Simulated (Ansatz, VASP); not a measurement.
# SiC: VASP beside Ansatz

```
Si C
1.0
     3.01385    0.00000    0.00000
    -1.50692    2.61007    0.00000
     0.00000    0.00000    4.94715
Si C
2 2
Cartesian
  0.0000 1.7400 -0.0017
  1.5069 0.8700 2.4718
  0.0000 1.7400 1.8569
  1.5069 0.8700 4.3305
```

Change from the starting cell: hydrostatic strain -2.0%.

Alike in both runs: task single point; functional PBE; k mesh 12 × 12 × 6; occupations fermi-dirac, width 0.02 eV; no spin polarisation.

```csv
,VASP,Ansatz
version,VASP 6.6.1,Ansatz 0.2.0
potentials or method,"VASP PAW PBE potentials, release 64 (Si, C)","plane waves, PAW"
plane-wave cutoff (eV),520,420
valence electrons in the cell,16,16
```

Ansatz gave:

* gap on the k mesh at the Fermi level (eV): 2.16
* pressure (GPa): 19.0
* largest component of the traceless stress (GPa): 0.34

Estimate VASP's values.

gap on the k mesh at the Fermi level (eV): 2.16; pressure (GPa): 18.9; largest component of the traceless stress (GPa): 0.33.

Caveats: so large a pressure means that the cell lies far from this level's equilibrium, or that cutoff or potentials fall short (VASP). A k mesh can miss the band edges.
